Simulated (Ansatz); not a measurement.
Crystal: MoS2.

```
Mo S
1.0
     3.16900    0.00000    0.00000
    -1.58450    2.74443    0.00000
     0.00000    0.00000   12.32400
Mo S
2 4
Direct
  0.66667 0.33333 0.75000
  0.33333 0.66667 0.25000
  0.66667 0.33333 0.37700
  0.33333 0.66667 0.87700
  0.66667 0.33333 0.12300
  0.33333 0.66667 0.62300
```

Base run:

```yaml
Program: Ansatz 0.2.0
Functional: r2SCAN
Potentials_or_basis: Ansatz PAW
Cutoff: "500 eV (not typed: the program's choice for these potentials)"
k_mesh: 10 × 10 × 3
Occupations: fermi-dirac, width 0.05 eV
Spin: no spin polarisation
Hubbard_terms: Mo d U = 5 eV
```

Its results: band gap on the k mesh 1.09 eV, indirect (least direct gap 1.65 eV); pressure 1.0 GPa; largest force 0.253 eV/Å.

Task: The run is repeated on the same cell with these changes: functional from r2SCAN to PBE; cutoff from 500 eV (not typed: the program's choice for these potentials) to 500 eV; hubbard terms from Mo d U = 5 eV to none; hubbard projectors from ortho-atomic (the default) to none. What comes out?

Result: Band gap on the k mesh 0.93 eV, indirect (least direct gap 1.87 eV); pressure 2.0 GPa; largest force 0.066 eV/Å.

Several settings changed at once, so the effect can't be laid on one alone.

Caveats: the k mesh misses the band edges, so the gap on the mesh is wider than the one along the path (some runs); the PAW data sets come from PBE, with cores solved anew for the run's functional, which leaves a small shift of forces and pressure (some runs); odd divisions of the mesh miss points on the zone boundary, where band edges often lie, so the gap on the mesh can be too wide (some runs); this functional lacks dispersion, which binds the layers, so the pressure and a relaxed spacing across them are unreliable (some runs).
